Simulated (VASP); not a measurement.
Crystal: BP.

```
P B
1.0
     0.00000    2.26900    2.26900
     2.26900    0.00000    2.26900
     2.26900    2.26900    0.00000
P B
1 1
Direct
  0.75000 0.75000 0.75000
  0.00000 0.00000 0.00000
```

* Program: VASP 6.6.1
* Task: single point
* Functional: PBE
* Potentials or basis: VASP PAW PBE potentials, release 64 (P, B)
* Cutoff: 520 eV
* k mesh: 10 × 10 × 10
* Occupations: fermi-dirac, width 0.05 eV
* Spin: no spin polarisation

On this cell: pressure 0.9 GPa; largest force zero by symmetry; band gap on the k mesh 1.24 eV, indirect (least direct gap 3.40 eV).

The same run follows on a disturbed copy (atoms moved at random, drawn with an rms of 0.05 Å):

```xyz
2
Lattice="0.0000 2.2690 2.2690 2.2690 0.0000 2.2690 2.2690 2.2690 0.0000" Properties=species:S:1:pos:R:3 pbc="T T T"
P     3.4011    3.3991    3.4266
B     0.0149   -0.0276   -0.0015
```

Task: What changes?

Result: The energy moves by +6.6 meV/atom; pressure 1.0 GPa; largest force 0.680 eV/Å; band gap on the k mesh 0.89 eV, indirect (least direct gap 2.84 eV).

Forces on the atoms (eV/Å):
```
P    0.298 -0.417 -0.447
B   -0.298  0.417  0.447
```

Stress tensor (GPa, compression positive):
```
 1.04  1.16  1.08
 1.16  1.01 -0.76
 1.08 -0.76  1.00
```

A k mesh can miss the band edges.
